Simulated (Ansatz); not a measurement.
Suppose Te2Mo takes space group P4/mmm (No. 123), with Te on 4l; Mo on 2h.

Theory: DFT PBE, scalar-relativistic, plane waves, PAW (Ansatz). Cutoff 420 eV, Γ-centred mesh, Gaussian smearing, no spin polarisation.

The zero of energy is the elements' standard structures at the same level; no fitted shifts are applied.

Q: Predict the relaxed structure.

A:

Space group P4/mmm (No. 123). a = 7.042 Å, b = 7.042 Å, c = 4.819 Å, α = 90.00°, β = 90.00°, γ = 90.00°
| atom | site | symmetry | x | y | z |
| --- | --- | --- | --- | --- | --- |
| Te | 4l | m2m. | 0.2903 | 0.0000 | 0.0000 |
| Mo | 2h | 4mm | 0.5000 | 0.5000 | 0.3019 |

Te is surrounded by 3 Te at 2.89–2.95 Å; Mo has 1 Mo at 1.91 Å. Another local minimum with the same sites may exist.

Q: Where does its energy lie, and is it a metal?

A: The formation energy is +1.28 eV/atom and the gap on the 6×6×8 mesh of the 6-atom cell is 0 eV (a metal). It can't be a ground state, since the elements alone are lower.

The last run used Gaussian smearing of 0.10 eV. Spin–orbit coupling, which can matter for Te, is left out. The reference form of Te is held partly by dispersion forces, which this level lacks. A structure relaxed within its symmetry needn't be a true minimum. Another cell of Te2Mo relaxed alike, in P6_3/mmc (a cell as deposited in COD), lies 1.55 eV/atom lower, so this cell isn't the stable form at this level.
